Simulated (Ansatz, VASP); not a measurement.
# HfB10: VASP beside Ansatz

```
Hf B
1.0
     4.18669    0.00000    0.00000
     0.00000    4.18669    0.00000
     0.00000    0.00000    5.98532
Hf B
1 10
Direct
  0.00000 0.00000 0.00000
  0.30092 0.00000 0.65792
  0.69908 0.00000 0.65792
  0.00000 0.30092 0.65792
  0.00000 0.69908 0.65792
  0.69908 0.00000 0.34208
  0.30092 0.00000 0.34208
  0.00000 0.30092 0.34208
  0.00000 0.69908 0.34208
  0.50000 0.50000 0.35443
  0.50000 0.50000 0.64557
```

Alike in both runs: functional PBE; k mesh 4 × 4 × 4; occupations gaussian, width 0.1 eV; no spin polarisation.

Ansatz relaxed the structure, and its values are those at the end. VASP's run is a single point on that final structure, the one shown.

|  | VASP | Ansatz |
| --- | --- | --- |
| version | VASP 6.6.1 | Ansatz 0.2.0 |
| potentials or method | VASP PAW PBE potentials, release 64 (Hf_pv, B) | scalar-relativistic, plane waves, PAW |
| plane-wave cutoff (eV) | 520 | 420 |
| valence electrons in the cell | 40 | 56 |

|  | VASP | Ansatz | Ansatz less VASP |
| --- | --- | --- | --- |
| gap on the k mesh at the Fermi level (eV) | none | none | - |
| pressure (GPa) | 0.1 | 0.2 | +0.10 |
| rms of the force components (eV/Å) | 0.010 | 0.004 | -0.0060 |

A gap of «none» marks a metal or a gap that the smearing closes. The functional is the same, so the differences come from potentials, cutoffs and numerics. The two sets of potentials don't hold the same shells in valence.

Caveats: the k mesh is coarse (spacing up to 0.38 Å⁻¹), so the values aren't converged. Spin-orbit coupling is left out, which matters for the levels of Hf.
